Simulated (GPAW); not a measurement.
V:

```xyz
1
Lattice="-1.5144 1.5144 1.5144 1.5144 -1.5144 1.5144 1.5144 1.5144 -1.5144" Properties=species:S:1:pos:R:3 pbc="T T T"
V     0.0000    0.0000    0.0000
```

```yaml
Program: GPAW 26.7.0
Task: relaxation of cell and atoms
Functional: LDA
Potentials_or_basis: the program's PAW data sets (release 1.2.1) made for this functional
Cutoff: 600 eV
Basis: pw
k_mesh: 12 × 12 × 12
Occupations: fermi-dirac, width 0.05 eV
Spin: collinear spin, ferromagnetic start
Starting_moments: "[2.0] μB"
```

At the start: pressure -17.1 GPa; volume 13.89 Å³/atom.

Where does the relaxation end?

Over 4 steps the energy falls by 77.9 meV/atom and the volume is 12.55 Å³/atom (-9.6 %); space group Im-3m (No. 229, to 0.05 Å); moment 0.00 μB per cell.

Step by step:
```csv
step,energy change (eV),largest force (eV/Å),pressure (GPa),volume (Å³)
1,0.0000,0.0000,-17.10,13.89
2,-0.0662,0.0000,-7.15,13.04
3,-0.0779,0.0000,0.65,12.51
4,-0.0779,0.0000,-0.02,12.55
```

Final structure:
```cif
data_structure
_symmetry_space_group_name_H-M 'P 1'
_symmetry_Int_Tables_number 1
_cell_length_a 2.5358
_cell_length_b 2.5358
_cell_length_c 2.5358
_cell_angle_alpha 109.471
_cell_angle_beta 109.471
_cell_angle_gamma 109.471
_cell_volume 12.55
loop_
_atom_site_label
_atom_site_type_symbol
_atom_site_fract_x
_atom_site_fract_y
_atom_site_fract_z
_atom_site_occupancy
V1 V 0.00000 0.00000 0.00000 1
```

Caveat: each step starts from the last one's moments, so a moment once lost doesn't come back; later steps reuse the first step's grids.
